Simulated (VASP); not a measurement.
The system is CdF2.

```xyz
3
Lattice="0.0000 2.6940 2.6940 2.6940 0.0000 2.6940 2.6940 2.6940 0.0000" Properties=species:S:1:pos:R:3 pbc="T T T"
Cd    0.0000    0.0000    0.0000
F     1.3470    1.3470    1.3470
F     4.0410    4.0410    4.0410
```

```yaml
Program: VASP 6.6.1
Task: relaxation of cell and atoms
Functional: PBE
Dispersion: D3(BJ)
Potentials_or_basis: VASP PAW PBE potentials, release 64 (Cd, F)
Cutoff: 600 eV
k_mesh: 10 × 10 × 10
Occupations: gaussian, width 0.03 eV
Spin: no spin polarisation
```

At the start: pressure 3.9 GPa; volume 13.03 Å³/atom.

**Question.** Where does the relaxation end?

**Answer.** Over 3 steps the energy falls by 5.7 meV/atom and the volume is 13.52 Å³/atom (+3.7 %); space group Fm-3m (No. 225, to 0.05 Å).

The path:
| step | energy change (eV) | largest force (eV/Å) | pressure (GPa) | volume (Å³) |
| --- | --- | --- | --- | --- |
| 1 | 0.0000 | 0.0000 | 3.95 | 39.10 |
| 2 | -0.0160 | 0.0000 | -0.94 | 40.95 |
| 3 | -0.0172 | 0.0000 | 0.01 | 40.55 |

Final structure:
```
Cd F
1.0
     0.00000    2.72680    2.72680
     2.72680    0.00000    2.72680
     2.72680    2.72680    0.00000
Cd F
1 2
Direct
  0.00000 0.00000 0.00000
  0.25000 0.25000 0.25000
  0.75000 0.75000 0.75000
```
